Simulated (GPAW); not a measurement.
# PbS (P-6m2) in GPAW: single point with PBE

Aim: the single point of PbS with PBE.

All numbers are computed with GPAW 26.7.0; they aren't measurements. Logs are shortened: lines on timing, memory, paths and dates and some standing lists are left out, and cuts for length are marked. The log counts tension as positive stress, the text compression.

## (1) The structure

The structure is hexagonal, space group P-6m2 (No. 187). The conventional cell has a = 4.090 Å, b = 4.090 Å, c = 3.788 Å, α = 90.00°, β = 90.00°, γ = 120.00°. Pb (site symmetry -6m2) is surrounded by 6 S at 3.03 Å. Around S (site symmetry -6m2) lie 6 Pb at 3.03 Å.

Measurements of this composition are mostly on another form, of space group No. 225.

## (2) Single point, PBE

Contents of run.py:

```python
from ase.io import read
from gpaw import PW
from gpaw.dft import DFT

atoms = read('POSCAR')

dft = DFT(atoms,
          mode=PW(600),
          xc='PBE',
          kpts={'size': (8, 8, 7), 'gamma': True},
          occupations={'name': 'fermi-dirac', 'width': 0.05},
          nbands=19,
          convergence={'density': 1e-05, 'energy': 1e-05},
          maxiter=150,
          txt='gpaw.txt')
print(f'Energy: {dft.calculate_energy():.6f} eV')
print('Forces (eV/A):')
print(dft.calculate_forces().round(4))
print('Stress (eV/A^3):', dft.calculate_stress().round(6))
dft.write_gpw_file('gs.gpw')
```

Contents of POSCAR:

```
PbS
1.0
    4.0896976867      0.0000000000      0.0000000000
   -2.0448488433      3.5417820905      0.0000000000
    0.0000000000      0.0000000000      3.7881670000
Pb S
1 1
Direct
    0.0000000000      0.0000000000      0.0000000000
    0.6666666667      0.3333333333      0.5000000000
```

Potentials or basis: GPAW PAW data sets (gpaw-data 1.2.1), pw.

The run is started by

```bash
$ OMP_NUM_THREADS=1 python run.py
```

gpaw.txt:

```text
Diagonalizing LCAO Hamiltonian
Converting LCAO to pw mode

             S

       Pb

Atoms  # Å, Bohr magnetons
|   | symbol |        x |        y |        z |    initial magnetic moments |
|---|--------|----------|----------|----------|-----------------------------|
| 0 |     Pb | 0.000000 | 0.000000 | 0.000000 | ( 0.0000,  0.0000,  0.0000) |
| 1 |      S | 2.044849 | 1.180594 | 1.894084 | ( 0.0000,  0.0000,  0.0000) |

Unit cell  # Å
| periodic |         x |        y |        z |  lengths |     angles |
|----------|-----------|----------|----------|----------|------------|
|      yes |  4.089698 | 0.000000 | 0.000000 | 4.089698 |  90.000000 |
|      yes | -2.044849 | 3.541782 | 0.000000 | 4.089698 |  90.000000 |
|      yes |  0.000000 | 0.000000 | 3.788167 | 3.788167 | 120.000000 |

Number of symmetries: 12
Symmetry operations  # r_c * U_cc + t_c -> r_c
|    | kind |            matrix            |
|----|------|------------------------------|
|  0 |  σ   |  1, 1, 0,  0,-1, 0,  0, 0, 1 |
|  1 |  C2  |  1, 1, 0,  0,-1, 0,  0, 0,-1 |
|  2 |  E   |  1, 0, 0,  0, 1, 0,  0, 0, 1 |
|  3 |  σ   |  1, 0, 0,  0, 1, 0,  0, 0,-1 |
|  4 |  C3  |  0, 1, 0, -1,-1, 0,  0, 0, 1 |
|  5 |  S3  |  0, 1, 0, -1,-1, 0,  0, 0,-1 |
|  6 |  σ   |  0,-1, 0, -1, 0, 0,  0, 0, 1 |
|  7 |  C2  |  0,-1, 0, -1, 0, 0,  0, 0,-1 |
|  8 |  σ   | -1, 0, 0,  1, 1, 0,  0, 0, 1 |
|  9 |  C2  | -1, 0, 0,  1, 1, 0,  0, 0,-1 |
| 10 |  C3  | -1,-1, 0,  1, 0, 0,  0, 0, 1 |
| 11 |  S3  | -1,-1, 0,  1, 0, 0,  0, 0,-1 |

BZ-sampling:
  Number of BZ points: 448
  Number of IBZ points: 40

  Monkhorst-Pack size: [8, 8, 7]
  Monkhorst-Pack shift: [0.0625, 0.0625, 0.0]

K-points  # in reciprocal-cell coordinates
|     |                                coordinates |     weight |
|-----|--------------------------------------------|------------|
|   0 | (  0.00000000,   0.00000000,   0.00000000) | 0.00223214 |
|   1 | (  0.00000000,   0.00000000,   0.14285714) | 0.00446429 |
|   2 | (  0.00000000,   0.00000000,   0.28571429) | 0.00446429 |
|   3 | (  0.00000000,   0.00000000,   0.42857143) | 0.00446429 |
|   4 | (  0.12500000,   0.00000000,   0.00000000) | 0.01339286 |
|   5 | (  0.12500000,   0.00000000,   0.14285714) | 0.02678571 |
|   6 | (  0.12500000,   0.00000000,   0.28571429) | 0.02678571 |
|   7 | (  0.12500000,   0.00000000,   0.42857143) | 0.02678571 |
|   8 | (  0.25000000,  -0.12500000,   0.00000000) | 0.01339286 |
|   9 | (  0.25000000,  -0.12500000,   0.14285714) | 0.02678571 |
| ... |                                            |            |
|  39 | (  0.50000000,   0.50000000,   0.42857143) | 0.01339286 |

Plane wave coefficients: 1845
Cutoff: 600.0 eV

Spin-components: 1 (collinear spins)
Bands:           19
Projectors:      11
Spin-degeneracy: 2
Datatype:        complex128

Parallelization:
  kpt:    1
  domain: 1
  band:   1

Density:
  Valence electrons: 20.0
  Components: 1
  Grid points: [24 24 24]
  Charge: 0.0  # |e|

Potential:
  Grid points: [24 24 24]

species:
  Pb:
    name:    Lead
    Z:       82.0
    valence: 14
    core:    68
    charge:  0.0  # [|e|]
    compensation charges:
      type: gauss
      rc: 0.38  # [Å]
      lmax: 2
    cutoffs:
      filter: 2.36  # [Å]
      core: 2.43  # [Å]
    projectors
    | kind |    occ | energy [eV] | rcut [Å] |
    |------|--------|-------------|----------|
    |   6s |  2.000 |     -11.969 |    1.259 |
    |   6p |  2.000 |      -3.506 |    1.275 |
    |   5d | 10.000 |     -21.211 |    1.217 |
    |    s |        |      15.243 |    1.259 |
    |    p |        |      23.705 |    1.275 |
    |    d |        |       6.001 |    1.217 |

    Using partial waves for Pb as LCAO basis

  S:
    name:    Sulfur
    Z:       16.0
    valence: 6
    core:    10
    charge:  0.0  # [|e|]
    compensation charges:
      type: gauss
      rc: 0.24  # [Å]
      lmax: 2
    cutoffs:
      filter: 1.77  # [Å]
      core: 1.66  # [Å]
    projectors
    | kind |    occ | energy [eV] | rcut [Å] |
    |------|--------|-------------|----------|
    |   3s |  2.000 |     -17.254 |    0.974 |
    |   3p |  4.000 |      -7.008 |    0.979 |
    |    s |        |       9.957 |    0.974 |
    |    p |        |      20.203 |    0.979 |
    |    d |        |       0.000 |    0.900 |

    Using partial waves for S as LCAO basis

Reference energy: -578132.083262  # eV

eigensolver:
  PPCG
  Converge bands: occupied
  niter=2

density mixing:
  MSR1-Mixer
  Pratt-step length: 0.05
  Maximum mixing coefficient: 0.75
  Old densities: 10
  SVD Regularization: 0.005
  Good broyden scale: 1.0
  Trust region scale: 1.0
  Backstep threshold: 4.0
  History deletion threshold: 6.0
  Fourier metric: weight=20.0, sigma=0.015

occupation numbers:
  Fermi-Dirac:
    width: 0.0500  # eV

poisson solver:
  ecut: 4800.0  # eV

xc functional:
  name: PBE with 2 nearest neighbor stencil

convergence criteria:
- Maximum integral of absolute [dens]ity change: 1e-05 electrons / valence electron
- Maximum [total energy] change in last 3 cyles: 1e-05 eV / valence electron
- Maximum integral of absolute [eigenst]ate change: 4e-08 eV^2 / valence electron
maximum number of iterations: 150

SCF iterations
|iter     | |      energy | eigst |  dens |
|---------|-|-------------|-------|-------|
|iter:   1| |   -9.312360 | -0.19 |       |
|iter:   2| |   -9.167228 | -1.91 | -1.13 |
|iter:   3| |   -8.736601 | -1.51 | -1.18 |
|iter:   4| |   -8.736504 | -3.58 | -1.80 |
|iter:   5| |   -8.736971 | -3.98 | -2.13 |
|iter:   6| |   -8.737026 | -5.32 | -3.06 |
|iter:   7| |   -8.737036c| -6.20 | -3.51 |
|iter:   8| |   -8.737037c| -7.24 | -4.36 |
|iter:   9| |   -8.737037c| -8.33c| -4.98 |
|iter:  10| |   -8.737037c| -8.44c| -5.44c|
SCF steps: 10
Energy contributions relative to reference atoms: (reference = -578132.083262)

Energy contributions:
  Kinetic:          15.111199
  Coulomb:         -15.969137
  Zero:              0.052975
  External:          0.000000
  Xc:               -7.931284
  Entropy:          -0.001580
  Spinorbit:         0.000000
  ----------------------------
  Free energy:      -8.737827
  Extrapolated:     -8.737037

Forces  # eV/Ang
|        x |        y |       z |
|----------|----------|---------|
|  0.00000 | -0.00000 | 0.00000 |  # Pb   0
| -0.00000 |  0.00000 | 0.00000 |  # S    1

Stress tensor  # eV/Ang^3
|         x |         y |        z |
|-----------|-----------|----------|
|  0.001112 | -0.000000 | 0.000000 |
| -0.000000 |  0.001112 | 0.000000 |
|  0.000000 |  0.000000 | 0.001058 |

Writing to gs.gpw (mode='')

  __  _  _
 | _ |_)|_||  |
 |__||  | ||/\| - 26.7.0

Input parameters:
  mode=PW(ecut=600.0),
  convergence={'density': 1e-05, 'energy': 1e-05},
  kpts=MonkhorstPack(size=(8, 8, 7), gamma=True),
  maxiter=150,
  nbands=19,
  occupations=Occupations(name='fermi-dirac', width=0.05),
  xc=XC(name='PBE')
# Writing to gs.gpw (mode='')
```

It took 27 s on 1 thread of Arm Neoverse V1, shared host; peak memory 0.17 GiB.

What came out:

```
Free energy            : -8.7378 eV
Pressure               : -0.2 GPa
Band gap on the k mesh : 0.18 eV, indirect (least direct gap 1.62 eV)
```

Caveat: spin-orbit coupling is left out, which as a rule narrows the gap of such compounds by several tenths of an eV; an odd mesh through Γ misses points on the zone boundary, where band edges often lie.
